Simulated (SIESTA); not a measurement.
# Au under changes of volume

One of the cells (18.571 Å³/atom); the others are scaled copies at fixed shape and fractional positions:

```
Au
1.0
    -1.66824    1.66824    1.66824
     1.66824   -1.66824    1.66824
     1.66824    1.66824   -1.66824
Au
1
Cartesian
  0.0000 0.0000 0.0000
```

This isn't the form of Au at room conditions, which is fcc.

```yaml
Program: SIESTA 5.4.2
Functional: PBE
Potentials_or_basis: PseudoDojo 0.4 standard (PBE files)
Basis: DZP (energy shift 0.003 Ry; two zetas on semicore shells)
Grid_cutoff: 800 Ry
Energy_shift: 0.003 Ry
k_mesh: 11 × 11 × 11
Occupations: fermi-dirac, width 0.05 eV
Spin: no spin polarisation
```

```tsv
volume (Å³/atom)	energy over the lowest point (meV/atom)	pressure (GPa)
17.115	?	?
17.479	10.91	6.3
17.843	0.47	3.0
18.571	0.00	-2.7
18.935	8.78	-5.1
19.299	22.47	-7.1
```

**Question.** What does the run at 17.115 Å³/atom give?

**Answer.** Energy over the lowest point 29.36 meV/atom; pressure 10.1 GPa.

Worked out: A Birch-Murnaghan fit of order 3 (a polynomial in V^(-2/3)) to the other rows has its minimum at 18.21 Å³/atom with B0 = V·E''(V) = 140 GPa and B' = 4.5. It gives 29.33 meV/atom at 17.115 Å³/atom, against the run's 29.36, and -dE/dV = 10.0 GPa, against 10.1.

Energies are extrapolated to zero smearing.

Caveats: short orbitals over semicore shells can move pressures by several GPa; the basis of atomic orbitals isn't converged, which shifts pressures, moduli and gaps.
